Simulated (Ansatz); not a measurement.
# CdTe (F-43m): the equilibrium volume

At what volume is CdTe (F-43m) free of pressure?

Program: Ansatz 0.2.0. Level of theory: DFT PBEsol, scalar-relativistic, plane waves, PAW. These are calculated values, not measurements.

3 further runs of the same task are left out: 3 set aside as unsound or not needed. Runs told in other sessions of the task aren't counted.

### Step 1. The system as given

Symmetry: F-43m, No. 216, cubic system. Conventional cell: a = 6.564 Å, b = 6.564 Å, c = 6.564 Å, α = 90.00°, β = 90.00°, γ = 90.00°. Around Cd (site symmetry -43m) lie 4 Te at 2.84 Å. Te (site symmetry -43m) is surrounded by 4 Cd at 2.84 Å.

Coordinates:

```
CELL_PARAMETERS angstrom
0.00000 3.28211 3.28211
3.28211 0.00000 3.28211
3.28211 3.28211 0.00000
ATOMIC_POSITIONS crystal
Cd 0.00000 0.00000 0.00000
Te 0.25000 0.25000 0.25000
```

### Step 2. At the starting volume (PBEsol, 6×6×6 mesh)

input.yaml reads:

```yaml
crystal:
  lattice:
    - [0.0, 3.2821135562, 3.2821135562]
    - [3.2821135562, 0.0, 3.2821135562]
    - [3.2821135562, 3.2821135562, 0.0]
  atoms:
    - { symbol: Cd, position: [0.0, 0.0, 0.0] }
    - { symbol: Te, position: [0.25, 0.25, 0.25] }
basis:
  ecutwfc: 420
kpoints:
  mp_grid: { grid: [6, 6, 6] }
hamiltonian:
  xc: pbesol
scf:
  occupations: { method: gaussian, width: 0.1 }
output:
  forces: true
  stress: true
  eigenvalues: true
```

Run with:

```sh
$ ansatz run input.yaml --threads 8 --pin off --max-ram 16384MiB --backend cpu --events-out ev --progress --plain --runs-dir out
```

The program printed, cut to the lines that bear on the results:

```text
Warning: RAYON_NUM_THREADS=8 ignored (pool sized by the plan → 8); use --threads N
[...]
Pseudopotentials: kind: paw
Pseudopotential: Cd, paw, valence charge 20, recommended cutoff 420 eV (normal), Cd.paw.azcp
Pseudopotential: Te, paw, valence charge 16, recommended cutoff 420 eV (normal), Te.paw.azcp
Functional definition: PBEsol
[...]
Crystal: 2 atoms, lattice volume = 70.712 Å³
Basis set: ecut = 420 eV, 1411 PW (Γ), exchange–correlation on 64×64×64 points (8 copies of the dense FFT grid, shifted against one another)
Bands: 22, of which v1, the nominal top of the filled ones, is band 18 counted from 1 (17 counted from 0)
Symmetry: 24 space group operations
Space group: F-43m (ITA 216), of the structure as read, at distance tolerance 4.1e-5 Å
k-points: 16 of 216 (time reversal used)
[...]
SCF iter   1: F=—  HF=-15086.331279 eV  |F-HF|=—  |Δ(HF+E_count)|=         —  Δρ=3.76e-3  dr2=1.31e-2  ethr=1.77e-3  ⟨swp⟩=5.7  Hψ=1613  notcnv=0
[...]
SCF iter   6: F=-15086.327418 eV  HF=-15086.327419 eV  |F-HF|=1.45e-7  |Δ(HF+E_count)|=   3.51e-7  Δρ=1.51e-5  dr2=9.67e-8  ethr=2.78e-10  ⟨swp⟩=6.9  Hψ=1725  notcnv=0
[...]
SCF converged after 6 iterations
Free energy (F): -15086.327418 eV
[...]
E sigma→0 (E₀):  -15086.327418 eV
Entropy (-TS):   -0.000001 eV (-0.000 meV/atom)
Fermi energy:    7.077620 eV
[...]
--- Forces (eV/Å), atoms counted from 1 ---
  atom   1  Cd     0.00000000    -0.00000000    -0.00000000
  atom   2  Te    -0.00000000     0.00000000    -0.00000000
[...]
--- Stress (GPa, compression-positive) ---
       -1.298261      -0.000000      -0.000000
       -0.000000      -1.298261       0.000000
       -0.000000       0.000000      -1.298261
  P = ⅓ Tr σ = -1.2983 GPa (-12.983 kbar)
--- Band table (eV; the first three rows and the last of 16) ---
  k-point 0: bands = ["-95.1058", "-56.1983", "-56.1983", "-56.1983", "-29.1052", "-29.1052", "-29.1052", "-29.0982", "-29.0982", "-4.2075", "-1.3315", "-1.3315", "-1.3315", "-1.0941", "-1.0941", "6.7947", "6.7947", "6.7947", "7.3416", "11.3822", "11.3822", "11.3822"]
[...]
```

Run time: 0.53 s. Hardware: 8 threads of Arm Neoverse V2, shared host; peak memory 0.39 GiB.

Result: volume 35.356 Å³/atom, pressure -1.30 GPa, gap on the mesh 0.55 eV.

### Step 3. Relaxing cell and atoms

Changes to input.yaml since step 2:

```diff
@@ -11,3 +11,3 @@
 kpoints:
-  mp_grid: { grid: [6, 6, 6] }
+  mp_grid: { grid: [8, 8, 8] }
 hamiltonian:
@@ -15,3 +15,3 @@
 scf:
-  occupations: { method: gaussian, width: 0.1 }
+  occupations: { method: gaussian, width: 0.02 }
 output:
@@ -20 +20,6 @@
   eigenvalues: true
+relax:
+  adjacent_minimum: "off"
+  f_tol: 0.005
+  max_steps: 80
+  cell: { stress_tol: 0.05 }
```

Run with:

```sh
$ ansatz run input.yaml --threads 8 --pin off --max-ram 16384MiB --backend cpu --events-out ev --progress --plain --runs-dir out
```

The program printed:

```text
Warning: RAYON_NUM_THREADS=8 ignored (pool sized by the plan → 8); use --threads N
Engine: ansatz 0.2.0, aarch64-unknown-linux-gnu
[... 4 set-up lines as earlier in the session ...]
  exchange = pbesol_x
  correlation = pbesol_c
Crystal: 2 atoms, lattice volume = 70.712 Å³
Basis set: ecut = 420 eV, 1411 PW (Γ), exchange–correlation on 64×64×64 points (8 copies of the dense FFT grid, shifted against one another)
Bands: 22, of which v1, the nominal top of the filled ones, is band 18 counted from 1 (17 counted from 0)
[... 2 set-up lines as earlier in the session ...]
k-points: 29 of 512 (time reversal used)
Non-local potential: Cd, projectors of the file, l = 0: 3, l = 1: 2, l = 2: 2, l = 3: 1
Non-local potential: Te, projectors of the file, l = 0: 2, l = 1: 2, l = 2: 2, l = 3: 2
PAW form: soft (Blöchl's): semilocal exchange-correlation on the pseudo side does not see the compensation charge
PAW frozen core: Cd, regenerated for the run's functional, and the local potential with it (the file was generated under x = pbe(κ = 0.804, μ = 0.2195149727645171), c = pbe(β = 0.06672455060314922))
PAW frozen core: Te, regenerated for the run's functional, and the local potential with it (the file was generated under x = pbe(κ = 0.804, μ = 0.2195149727645171), c = pbe(β = 0.06672455060314922))
PAW one-centre angular grid: Cd, 590 points (default); XC on 64 Gauss nodes
PAW one-centre angular grid: Te, 590 points (default); XC on 64 Gauss nodes
Initial density: superposition of atomic densities (neutral atoms: chi_scale 0, normalization atom), corrected by the library's trained network
Initial wavefunctions: pseudopotential atomic-orbital guess
Functional: x = pbesol(κ = 0.804, μ = 0.12345679012345678), c = pbesol(β = 0.046)
SCF iter   1: F=—  HF=-15086.337123 eV  |F-HF|=—  |Δ(HF+E_count)|=         —  Δρ=3.85e-3  dr2=1.41e-2  ethr=1.77e-3  ⟨swp⟩=6.2  Hψ=3041  notcnv=0
preconditioner: auto → none  [insulator: Δε(μ)=0.517 eV  Ē_g=11.138 eV  σ=0.020 eV  W_gap=1.00  n_scr=14 (ndim 8)  ℏωp=18.7 eV  f_vac=0.200  D(μ)=0.00/eV (n_scr^D=0)  ε∞_Penn≈3.8]
SCF iter   2: F=—  HF=-15086.332740 eV  |F-HF|=—  |Δ(HF+E_count)|=   4.38e-3  Δρ=8.75e-4  dr2=2.89e-4  ethr=3.92e-5  ⟨swp⟩=3.0  Hψ=1360  notcnv=0
SCF iter   3: F=—  HF=-15086.332965 eV  |F-HF|=—  |Δ(HF+E_count)|=   2.26e-4  Δρ=4.17e-4  dr2=7.47e-5  ethr=8.02e-7  ⟨swp⟩=2.0  Hψ=798  notcnv=0
SCF iter   4: F=—  HF=-15086.333018 eV  |F-HF|=—  |Δ(HF+E_count)|=   5.23e-5  Δρ=9.73e-5  dr2=8.10e-6  ethr=2.08e-7  ⟨swp⟩=2.2  Hψ=997  notcnv=0
SCF iter   5: F=—  HF=-15086.333015 eV  |F-HF|=—  |Δ(HF+E_count)|=   2.88e-6  Δρ=2.78e-5  dr2=2.78e-7  ethr=2.25e-8  ⟨swp⟩=2.3  Hψ=961  notcnv=0
SCF iter   6: F=—  HF=-15086.333015 eV  |F-HF|=—  |Δ(HF+E_count)|=   3.94e-7  Δρ=2.22e-5  dr2=2.13e-7  ethr=2.78e-10  ⟨swp⟩=6.4  Hψ=3013  notcnv=0
SCF iter   7: F=-15086.333015 eV  HF=-15086.333015 eV  |F-HF|=3.33e-8  |Δ(HF+E_count)|=   1.67e-7  Δρ=7.38e-6  dr2=2.23e-8  ethr=2.78e-10  ⟨swp⟩=2.8  Hψ=2415  notcnv=0
SCF 1 converged in 7 iterations: F = -15086.333015 eV  dr2 = 2.23e-8
relax step   1: F+E_penalty+E_count = -15086.33301484 eV  Δ(F+E_penalty+E_count) = +0.000e0 eV  max|allowed force component| = 8.327e-17 eV/Å  Δτ_max = 0.0000 Å  P = -1.313 GPa  Ω = 70.712 Å³  (7 SCF iters, dr2 threshold 1.00e-7 eV, accepted)
Crystal: 2 atoms, lattice volume = 67.425 Å³
Basis set: ecut = 420 eV, 1363 PW (Γ), exchange–correlation on 64×64×64 points (8 copies of the dense FFT grid, shifted against one another)
Initial density: handed on by an earlier stage of this run
Initial wavefunctions: those handed on with the density
iter 1 solved again at ethr=1.31e-6 eV; its pass at ethr=3.10e-3 eV (dr2=4.72e-4 eV) is discarded
SCF iter   1: F=—  HF=-15086.342275 eV  |F-HF|=—  |Δ(HF+E_count)|=         —  Δρ=9.84e-4  dr2=5.81e-4  ethr=1.31e-6  ⟨swp⟩=2.2  Hψ=4068  notcnv=0
preconditioner: auto → none  [insulator: Δε(μ)=0.681 eV  Ē_g=11.358 eV  σ=0.020 eV  W_gap=1.00  n_scr=14 (ndim 8)  ℏωp=19.2 eV  f_vac=0.174  D(μ)=0.00/eV (n_scr^D=0)  ε∞_Penn≈3.9]
SCF iter   2: F=—  HF=-15086.342205 eV  |F-HF|=—  |Δ(HF+E_count)|=   7.00e-5  Δρ=3.55e-4  dr2=9.44e-5  ethr=1.31e-6  ⟨swp⟩=2.4  Hψ=951  notcnv=0
SCF iter   3: F=—  HF=-15086.342219 eV  |F-HF|=—  |Δ(HF+E_count)|=   1.40e-5  Δρ=1.53e-4  dr2=1.22e-5  ethr=2.62e-7  ⟨swp⟩=2.0  Hψ=899  notcnv=0
SCF iter   4: F=—  HF=-15086.342217 eV  |F-HF|=—  |Δ(HF+E_count)|=   1.89e-6  Δρ=3.60e-5  dr2=7.34e-7  ethr=3.39e-8  ⟨swp⟩=2.0  Hψ=1135  notcnv=0
SCF iter   5: F=-15086.342217 eV  HF=-15086.342217 eV  |F-HF|=4.98e-8  |Δ(HF+E_count)|=   3.20e-8  Δρ=1.01e-5  dr2=5.31e-8  ethr=5.56e-10  ⟨swp⟩=6.2  Hψ=2837  notcnv=0
SCF 2 converged in 5 iterations: F = -15086.342217 eV  dr2 = 5.31e-8
relax step   2: F+E_penalty+E_count = -15086.34221683 eV  Δ(F+E_penalty+E_count) = -9.202e-3 eV  max|allowed force component| = 2.544e-17 eV/Å  Δτ_max = 0.0000 Å  P = +0.559 GPa  Ω = 67.425 Å³  energy of the carried Pulay correction = +5.709e-4 eV  (5 SCF iters, dr2 threshold 2.00e-7 eV, accepted)
Crystal: 2 atoms, lattice volume = 68.374 Å³
iter 1 solved again at ethr=1.47e-7 eV; its pass at ethr=3.10e-3 eV (dr2=5.29e-5 eV) is discarded
SCF iter   1: F=—  HF=-15086.343580 eV  |F-HF|=—  |Δ(HF+E_count)|=         —  Δρ=3.01e-4  dr2=5.51e-5  ethr=1.47e-7  ⟨swp⟩=3.0  Hψ=3837  notcnv=0
preconditioner: auto → none  [insulator: Δε(μ)=0.648 eV  Ē_g=11.305 eV  σ=0.020 eV  W_gap=1.00  n_scr=14 (ndim 8)  ℏωp=19.1 eV  f_vac=0.183  D(μ)=0.00/eV (n_scr^D=0)  ε∞_Penn≈3.8]
SCF iter   2: F=—  HF=-15086.343572 eV  |F-HF|=—  |Δ(HF+E_count)|=   7.88e-6  Δρ=1.06e-4  dr2=8.75e-6  ethr=1.47e-7  ⟨swp⟩=2.2  Hψ=862  notcnv=0
SCF iter   3: F=—  HF=-15086.343573 eV  |F-HF|=—  |Δ(HF+E_count)|=   1.05e-6  Δρ=4.86e-5  dr2=1.35e-6  ethr=2.43e-8  ⟨swp⟩=2.0  Hψ=899  notcnv=0
SCF iter   4: F=-15086.343573 eV  HF=-15086.343573 eV  |F-HF|=4.06e-8  |Δ(HF+E_count)|=   2.08e-7  Δρ=1.17e-5  dr2=8.22e-8  ethr=5.56e-10  ⟨swp⟩=3.2  Hψ=2903  notcnv=0
SCF 3 converged in 4 iterations: F = -15086.343573 eV  dr2 = 8.22e-8
relax step   3: F+E_penalty+E_count = -15086.34357303 eV  Δ(F+E_penalty+E_count) = -1.356e-3 eV  max|allowed force component| = 3.585e-17 eV/Å  Δτ_max = 0.0000 Å  P = -0.037 GPa  Ω = 68.374 Å³  energy of the carried Pulay correction = +4.031e-4 eV  (4 SCF iters, dr2 threshold 2.00e-7 eV, accepted)
Initial wavefunctions: pseudopotential atomic-orbital guess (no wavefunctions were taken with the density)
iter 1 solved again at ethr=1.04e-7 eV; its pass at ethr=3.10e-3 eV (dr2=3.74e-5 eV) is discarded
SCF iter   1: F=—  HF=-15086.343131 eV  |F-HF|=—  |Δ(HF+E_count)|=         —  Δρ=5.16e-5  dr2=3.24e-7  ethr=1.04e-7  ⟨swp⟩=3.9  Hψ=4764  notcnv=0
preconditioner: auto → none  [insulator: Δε(μ)=0.646 eV  Ē_g=11.303 eV  σ=0.020 eV  W_gap=1.00  n_scr=14 (ndim 8)  ℏωp=19.1 eV  f_vac=0.182  D(μ)=0.00/eV (n_scr^D=0)  ε∞_Penn≈3.8]
SCF iter   2: F=—  HF=-15086.343142 eV  |F-HF|=—  |Δ(HF+E_count)|=   1.16e-5  Δρ=2.41e-5  dr2=7.38e-8  ethr=9.01e-10  ⟨swp⟩=2.0  Hψ=1130  notcnv=0
SCF iter   3: F=—  HF=-15086.343143 eV  |F-HF|=—  |Δ(HF+E_count)|=   7.71e-8  Δρ=5.05e-6  dr2=5.98e-9  ethr=2.05e-10  ⟨swp⟩=2.0  Hψ=899  notcnv=0
SCF iter   4: F=—  HF=-15086.343143 eV  |F-HF|=—  |Δ(HF+E_count)|=   2.47e-9  Δρ=9.37e-7  dr2=1.79e-10  ethr=1.66e-11  ⟨swp⟩=2.0  Hψ=1131  notcnv=0
SCF iter   5: F=—  HF=-15086.343143 eV  |F-HF|=—  |Δ(HF+E_count)|=  3.18e-10  Δρ=3.13e-7  dr2=7.77e-11  ethr=1.00e-12  ⟨swp⟩=7.5  Hψ=3210  notcnv=0
SCF iter   6: F=-15086.343143 eV  HF=-15086.343143 eV  |F-HF|=0.00e0  |Δ(HF+E_count)|=  2.73e-11  Δρ=4.56e-8  dr2=1.56e-12  ethr=1.00e-12  ⟨swp⟩=5.0  Hψ=3012  notcnv=0
SCF 4 converged in 6 iterations: F = -15086.343143 eV  dr2 = 1.56e-12
relax step   4: F+E_penalty+E_count = -15086.34314253 eV  Δ(F+E_penalty+E_count) = +4.305e-4 eV  max|allowed force component| = 4.395e-17 eV/Å  Δτ_max = 0.0000 Å  P = -0.035 GPa  Ω = 68.374 Å³  stress off target by 3.52e-2 GPa  SCF on the basis re-selected at this cell (its energy is not comparable with the rows above)  (6 SCF iters)
basis re-selected at this cell: Δ(F+E_penalty+E_count) = +4.305e-4 eV, ΔP = +0.002 GPa vs the last step (what re-selecting the basis moved, of the pressure what is left beyond the Pulay correction that the steps carried, after the strain that the cell walked since its last selection, with what the two solves' SCF thresholds leave and, on support functions, any second-order correction that the steps lacked; it is no measure of the basis error at this ecutwfc). This SCF's stress stands 3.52e-2 GPa from its target on what of the cell is left free (relax.cell.stress_tol is 5.00e-2 GPa) and its largest allowed force component is 4.39e-17 eV/Å (relax.f_tol is 5.00e-3 eV/Å): within both
SCF converged after 6 iterations
Free energy (F): -15086.343143 eV
Harris-Foulkes:  -15086.343143 eV  (|F-HF|=0.00e0)
Internal energy: -15086.343143 eV  (E = F + TS)
E sigma→0 (E₀):  -15086.343143 eV
Fermi energy:    7.578045 eV
--- Per-component energies (eV) ---
  E_band       = -795.502269
  E_kinetic    = 685.712495
  E_local      = -5432.864908  (includes V_loc(G=0)·N_el)
  E_nonlocal   = -271.207255
  E_hartree    = 2734.132023
  E_xc         = -298.576375
  E_vxc        = -324.904683  (∫ρ·V_xc dr)
  E_paw        = -8598.914603  (= ΣΔE_a)
  E_vpaw       = -920.501849  (= ΣTr[D̂ρ^β])
  E_aug_tail   = -0.000164  (compensation charges beyond the density's cutoff)
  E_ewald      = -3905.341131
  E_core_change = 0.716775  (= ΣΔE_core)
  E_smearing   = -0.000000  (= −TS)
  E_closure    = 0.000000  (closes the sum)
  Σ components = -15086.343143   (vs F -15086.343143, Δ=0.00e0)
--- Forces (eV/Å), atoms counted from 1 ---
  atom   1  Cd     0.00000000    -0.00000000    -0.00000000
  atom   2  Te     0.00000000     0.00000000     0.00000000
  max |Σ_I F_I| component: 8.79e-17 eV/Å
--- Stress (GPa, compression-positive) ---
       -0.035193      -0.000000      -0.000000
       -0.000000      -0.035193       0.000000
       -0.000000       0.000000      -0.035193
  P = ⅓ Tr σ = -0.0352 GPa (-0.352 kbar)
--- Band table (eV; the first three rows and the last of 29) ---
  k-point 0: bands = ["-94.7180", "-55.8108", "-55.8108", "-55.8108", "-28.7186", "-28.7186", "-28.7186", "-28.7104", "-28.7104", "-3.9336", "-0.9763", "-0.9763", "-0.9763", "-0.7145", "-0.7145", "7.2546", "7.2546", "7.2546", "7.9008", "11.8252", "11.8252", "11.8252"]
  k-point 1: bands = ["-94.7180", "-55.8108", "-55.8108", "-55.8108", "-28.7186", "-28.7185", "-28.7185", "-28.7104", "-28.7104", "-3.8748", "-0.9652", "-0.9652", "-0.9319", "-0.7155", "-0.7155", "6.0035", "7.1173", "7.1173", "8.8117", "11.7795", "12.0368", "12.0368"]
  k-point 2: bands = ["-94.7180", "-55.8108", "-55.8108", "-55.8108", "-28.7186", "-28.7184", "-28.7184", "-28.7103", "-28.7103", "-3.7320", "-0.9404", "-0.9404", "-0.7821", "-0.7150", "-0.7150", "4.5087", "6.8265", "6.8265", "9.1585", "12.3743", "12.3743", "12.5159"]
  k-point 28: bands = ["-94.7180", "-55.8108", "-55.8108", "-55.8108", "-28.7186", "-28.7185", "-28.7180", "-28.7103", "-28.7101", "-3.4103", "-0.8526", "-0.8484", "-0.7441", "-0.7149", "-0.1585", "3.0607", "4.9273", "5.0507", "11.4608", "11.8495", "12.7359", "13.4749"]
--- Relaxed structure (3 steps of the walk, 3 accepted, 1 SCFs on fresh bases) ---
  F+E_penalty+E_count = -15086.34314253 eV   max|allowed force component| = 4.395e-17 eV/Å   (the final SCF, on the basis selected at the relaxed cell)
  cell:  # Å, volume = 68.3743 Å³
    - [0.0, 3.245544566850113, 3.245544566850113]
    - [3.245544566850113, 4.331066227961251e-33, 3.245544566850113]
    - [3.245544566850113, 3.245544566850113, 8.101641532303988e-33]
  atoms:
    - { symbol: Cd, position: [-1.1100217636438525e-33, 1.041562271612954e-33, 1.1491414733757946e-33] }
    - { symbol: Te, position: [0.25, 0.25, 0.25] }
```

Run time: 3.1 s. Hardware: 8 threads of Arm Neoverse V2, shared host; peak memory 0.45 GiB.

Relaxation path:

```csv
step,energy from step 1 (meV/atom),largest force component (eV/Å),pressure (GPa),volume (Å³/atom)
1,0.0,0.000,-1.31,35.356
2,-4.6,0.000,0.56,33.712
3,-5.3,0.000,-0.04,34.187
4,-5.1,0.000,-0.04,34.187
```

Step 1 is the start. Step 4 repeats the geometry before it on a plane-wave basis chosen anew for the final cell, which shifts the energy by +0.2 meV/atom. The run keeps the 24 symmetry operations that it found, so it can't reach a distortion that breaks them.

Result: volume 34.187 Å³/atom, pressure -0.04 GPa, gap on the mesh 0.65 eV.

### Step 4. The cell, before and after

How the cell compares, before and after:

| cell as typed | before | after | change |
| --- | --- | --- | --- |
| a (Å) | 4.642 | 4.590 | -1.1 % |
| b (Å) | 4.642 | 4.590 | -1.1 % |
| c (Å) | 4.642 | 4.590 | -1.1 % |
| volume (Å³/atom) | 35.356 | 34.187 | -3.3 % |
| shortest distance (Å) | 2.842 | 2.811 | -1.1 % |
| space group | F-43m | F-43m | same |

### Step 5. What came out

| quantity | value |
| --- | --- |
| volume | 34.187 Å³/atom |
| pressure | -0.04 GPa |
| conventional cell | a = 6.491 Å, b = 6.491 Å, c = 6.491 Å, α = 90.00°, β = 90.00°, γ = 90.00° |
| gap on the mesh | 0.65 eV |

What this shows: Over the 2 runs shown the cell moved from 35.36 to 34.19 Å³/atom, a change of -3.3 %, where the pressure is zero within 0.04 GPa.

The gaps are Kohn-Sham values of a semilocal functional, not quasiparticle or optical gaps. Such gaps usually fall short of the measured ones; spin-orbit coupling, left out here, narrows gaps with Te, so the two errors partly cancel. Spin-orbit coupling is left out, though the cell holds Te; it can move the gap.
